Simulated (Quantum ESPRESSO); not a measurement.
# Tc (P6_3/mmc) in Quantum ESPRESSO: notebook, part 2 of 2

Quantum ESPRESSO 7.5. Earlier steps stand in the parts before.

### 5 Single point, LDA, 13.96 Å³/atom

The input, pw.in:

```
&CONTROL
  calculation = 'scf'
  prefix = 'pwscf'
  outdir = './tmp'
  pseudo_dir = './pseudo'
  tstress = .true.
  disk_io = 'nowf'
/
&SYSTEM
  ibrav = 0
  nat = 4
  ntyp = 1
  ecutwfc = 45
  ecutrho = 360
  nbnd = 40
  occupations = 'smearing'
  smearing = 'fd'
  degauss = 0.00367493
/
&ELECTRONS
  conv_thr = 8d-10
  electron_maxstep = 120
  mixing_beta = 0.5
/
ATOMIC_SPECIES
Tc    97.9072 tc_lda_v1.uspp.F.UPF
CELL_PARAMETERS angstrom
   2.7209698021    0.0000000000    0.0000000000
  -1.3604849010    2.3564289715    0.0000000000
   0.0000000000    0.0000000000    8.7108257240
ATOMIC_POSITIONS crystal
Tc     0.6666666667    0.3333333333    0.7500000000
Tc     0.0000000000    0.0000000000    0.5000000000
Tc     0.3333333333    0.6666666667    0.2500000000
Tc     0.0000000000    0.0000000000    0.0000000000
K_POINTS automatic
11 11 3 0 0 0
```

On the command line:

```console
$ OMP_NUM_THREADS=1 mpirun -n 2 pw.x -nk 2 -in pw.in > pw.out
```

Run time: 22 s. Hardware: 2 MPI ranks of Arm Neoverse V2, shared host; peak memory 0.28 GiB.

Results (log left out):

```yaml
Free_energy: -9491.4143 eV
Pressure: -4.6 GPa
Band_gap_on_the_k_mesh: none (metal or under the smearing width)
```

### 6 Single point, LDA, 14.25 Å³/atom

Edit pw.in of step 5 so:

```diff
@@ -27,5 +27,5 @@
 CELL_PARAMETERS angstrom
-   2.7209698021    0.0000000000    0.0000000000
-  -1.3604849010    2.3564289715    0.0000000000
-   0.0000000000    0.0000000000    8.7108257240
+   2.7393552909    0.0000000000    0.0000000000
+  -1.3696776454    2.3723512719    0.0000000000
+   0.0000000000    0.0000000000    8.7696844400
 ATOMIC_POSITIONS crystal
```

Potentials or basis: GBRV 1.5 LDA.

On the command line:

```console
$ OMP_NUM_THREADS=1 mpirun -n 2 pw.x -nk 2 -in pw.in > pw.out
```

Run time: 24 s. Hardware: 2 MPI ranks of Arm Neoverse V2, shared host; peak memory 0.3 GiB.

Results (log left out):

```yaml
Free_energy: -9491.3607 eV
Pressure: -10.8 GPa
Band_gap_on_the_k_mesh: none (metal or under the smearing width)
```

### 7 Single point, LDA, 14.53 Å³/atom

Edit pw.in of step 6 so:

```diff
@@ -27,5 +27,5 @@
 CELL_PARAMETERS angstrom
-   2.7393552909    0.0000000000    0.0000000000
-  -1.3696776454    2.3723512719    0.0000000000
-   0.0000000000    0.0000000000    8.7696844400
+   2.7574972454    0.0000000000    0.0000000000
+  -1.3787486226    2.3880626653    0.0000000000
+   0.0000000000    0.0000000000    8.8277635130
 ATOMIC_POSITIONS crystal
```

On the command line:

```console
$ OMP_NUM_THREADS=1 mpirun -n 2 pw.x -nk 2 -in pw.in > pw.out
```

It took 22 s on 2 MPI ranks of Arm Neoverse V2, shared host; peak memory 0.3 GiB.

It converged, with:

* Free energy: -9491.2648 eV
* Pressure: -16.4 GPa
* Band gap on the k mesh: none (metal or under the smearing width)

### 8 Single point, LDA, 14.82 Å³/atom

Edit pw.in of step 7 so:

```diff
@@ -27,5 +27,5 @@
 CELL_PARAMETERS angstrom
-   2.7574972454    0.0000000000    0.0000000000
-  -1.3787486226    2.3880626653    0.0000000000
-   0.0000000000    0.0000000000    8.8277635130
+   2.7754035734    0.0000000000    0.0000000000
+  -1.3877017866    2.4035700003    0.0000000000
+   0.0000000000    0.0000000000    8.8850882589
 ATOMIC_POSITIONS crystal
```

On the command line:

```console
$ OMP_NUM_THREADS=1 mpirun -n 2 pw.x -nk 2 -in pw.in > pw.out
```

Wall time 23 s (2 MPI ranks of Arm Neoverse V2, shared host); peak memory 0.3 GiB.

Results (log left out):

* Free energy: -9491.1311 eV
* Pressure: -21.4 GPa
* Band gap on the k mesh: none (metal or under the smearing width)

### 9 Single point, LDA, 15.10 Å³/atom

Edit pw.in of step 8 so:

```diff
@@ -27,5 +27,5 @@
 CELL_PARAMETERS angstrom
-   2.7754035734    0.0000000000    0.0000000000
-  -1.3877017866    2.4035700003    0.0000000000
-   0.0000000000    0.0000000000    8.8850882589
+   2.7930817798    0.0000000000    0.0000000000
+  -1.3965408898    2.4188797761    0.0000000000
+   0.0000000000    0.0000000000    8.9416827036
 ATOMIC_POSITIONS crystal
```

Potentials or basis: GBRV 1.5 LDA.

On the command line:

```console
$ OMP_NUM_THREADS=1 mpirun -n 2 pw.x -nk 2 -in pw.in > pw.out
```

Wall time 24 s (2 MPI ranks of Arm Neoverse V2, shared host); peak memory 0.3 GiB.

It converged, with:

```yaml
Free_energy: -9490.9638 eV
Pressure: -25.8 GPa
Band_gap_on_the_k_mesh: none (metal or under the smearing width)
```

### 10 Equation of state, LDA

Potentials or basis: GBRV 1.5 LDA.

No new run: the results of the series are fitted here.

Results:

| Quantity | Value |
| --- | --- |
| Equilibrium volume | 13.78 Å³/atom |
| Bulk modulus at fixed shape and positions | 345 GPa |
| Pressure derivative of the bulk modulus | 4.5 |

Energy against volume, from the lowest point:
```
volume (Å³/atom)  energy (meV/atom)
          13.393              11.67
          13.678               0.00
          13.963               1.56
          14.248              14.96
          14.533              38.93
          14.818              72.36
          15.103             114.17
```

Caveat: the cell was scaled at fixed shape and fractional positions, which overstates the stiffness of a crystal with free parameters, most of all of layers and chains.

### 11 The reference run

An earlier run on the cell as given: functional PBEsol; potentials or basis GBRV 1.5 PBEsol; cutoff 612 eV; density cutoff 4898 eV; k mesh 11 × 11 × 3; occupations fermi-dirac, width 0.05 eV; no spin polarisation.

* Pressure: -5.7 GPa
* Band gap on the k mesh: none (metal or under the smearing width)

### 12 Overview

```csv
task,level,potentials or basis,form of the LDA correlation,gap on the mesh (eV),pressure (GPa)
band structure,PBEsol,GBRV 1.5 PBEsol,-,none,-5.7
equation of state,LDA,GBRV 1.5 LDA,PZ81,-,-
single point,PBEsol,GBRV 1.5 PBEsol,-,none,-5.7
```

Alike in all rows: no spin polarisation; cell as given; k mesh 11 × 11 × 3; cutoff (eV) 612; smearing fermi-dirac 0.05 eV.

Caveats: the cell was scaled at fixed shape and fractional positions, which overstates the stiffness of a crystal with free parameters, most of all of layers and chains (some runs).

Total energies depend on the potentials used, so only differences within one code and one set of settings carry meaning.
